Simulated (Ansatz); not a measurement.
Here is an Ansatz 0.2.0 calculation.

Contents of input.yaml:

```yaml
crystal:
  lattice:
    - [0.0, 2.2535006075, 2.2535006075]
    - [2.2535006075, 0.0, 2.2535006075]
    - [2.2535006075, 2.2535006075, 0.0]
  atoms:
    - { symbol: Ga, position: [0.0, 0.0, 0.0] }
    - { symbol: "N", position: [0.25, 0.25, 0.25] }
kpoints:
  mp_grid: { grid: [10, 10, 10] }
scf:
  occupations: { method: fermi_dirac, width: 0.05 }
hamiltonian:
  xc: pbesol
  pseudopotentials: { kind: all_electron, lapw: { basis_error: 0.001 } }
output:
  forces: true
  stress: true
relax:
  f_tol: 0.02
  max_steps: 60
  cell: {}
```

Potentials or basis: all-electron LAPW, scalar-relativistic.

Launch:

```sh
$ ansatz run input.yaml --threads 1 --pin off --max-ram 3072MiB --backend cpu --events-out ev --progress --plain --runs-dir out
```

Question: Estimate the band gap on the k mesh.

Answer: 1.72 eV.

Question: What does it give for the relaxed volume?

Answer: 11.37 Å³/atom.

Final structure:
```xyz
2
Lattice="0.0000 2.2490 2.2490 2.2490 0.0000 2.2490 2.2490 2.2490 0.0000" Properties=species:S:1:pos:R:3 pbc="T T T"
Ga    0.0000    0.0000    0.0000
N     1.1245    1.1245    1.1245
```

A k mesh can miss the band edges.
